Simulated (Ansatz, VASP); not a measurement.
Two plane-wave programs on Fe

INCAR

```
SYSTEM = Fe
ALGO     = Normal         ! electronic algorithm
EDIFF    = 1E-7           ! SCF threshold, eV
ENCUT    = 520            ! plane-wave cutoff, eV
GGA      = PE             ! functional
ISIF     = 2              ! what is computed and relaxed
ISMEAR   = -1             ! smearing method
ISPIN    = 2              ! spin polarisation
LASPH    = .TRUE.         ! aspherical terms in the spheres
LCHARG   = .TRUE.         ! write CHGCAR
LELF     = .TRUE.         ! ELF
LMAXMIX  = 4              ! l up to which the mixer works
LORBIT   = 11             ! projections on sites
LREAL    = .FALSE.        ! projectors in reciprocal space
LVHAR    = .TRUE.       
LWAVE    = .FALSE.        ! write WAVECAR
MAGMOM   = 0.4            ! initial moments
NBANDS   = 14             ! bands
NELM     = 150            ! most SCF steps
PREC     = Accurate       ! precision mode
SIGMA    = 0.1            ! smearing width, eV
```

Contents of KPOINTS:

```
k-points
0
G
  12 12 12
  0 0 0
```

The input POSCAR:

```
Fe
1.0
    0.0000000000      1.8260000000      1.8260000000
    1.8260000000      0.0000000000      1.8260000000
    1.8260000000      1.8260000000      0.0000000000
Fe
1
Direct
    0.0000000000      0.0000000000      0.0000000000
```

Input for Ansatz:

```yaml
crystal:
  lattice:
    - [0.0, 1.826, 1.826]
    - [1.826, 0.0, 1.826]
    - [1.826, 1.826, 0.0]
  atoms:
    - { symbol: Fe, position: [0.0, 0.0, 0.0], spin: 0.4 }
magnetization:
  spin_polarized: true
hamiltonian:
  xc: pbe
  pseudopotentials: { kind: paw }
basis:
  ecutwfc: 420
kpoints:
  mp_grid: { grid: [12, 12, 12] }
scf:
  occupations: { method: fermi_dirac, width: 0.1 }
  lower_state_search: "off"
output:
  forces: true
  stress: true
```

Change from the starting cell: parallel moments scaled by 0.1, free total moment.

Alike in both runs: task single point; functional PBE; k mesh 12 × 12 × 12; occupations fermi-dirac, width 0.1 eV; collinear spin.

|  | VASP | Ansatz |
| --- | --- | --- |
| version | VASP 6.6.1 | Ansatz 0.2.0 |
| potentials or method | VASP PAW PBE potentials, release 64 (Fe) | PAW, plane waves, scalar-relativistic |
| plane-wave cutoff (eV) | 520 | 420 |
| valence electrons in the cell | 8 | 16 |

VASP gave:

| Item | Value |
| --- | --- |
| pressure (GPa) | -32.3 |
| net moment per atom (μB) | 0.00 |
| size of the moment on the site where the two differ most (μB) | 0.00 |

Q: What did Ansatz give for the same quantities?

A: Pressure (GPa): -2.4; net moment per atom (μB): 2.57; size of the moment on the site where the two differ most (μB): 2.61.

The net moments differ so much that the two runs ended in different magnetic states, which moves the other rows too. Site moments also hang on the region over which each program counts them. The two sets of potentials don't hold the same shells in valence.

Caveats: the cell as given lies far from equilibrium; so large a pressure means that the cell lies far from this level's equilibrium, or that cutoff or potentials fall short (VASP).
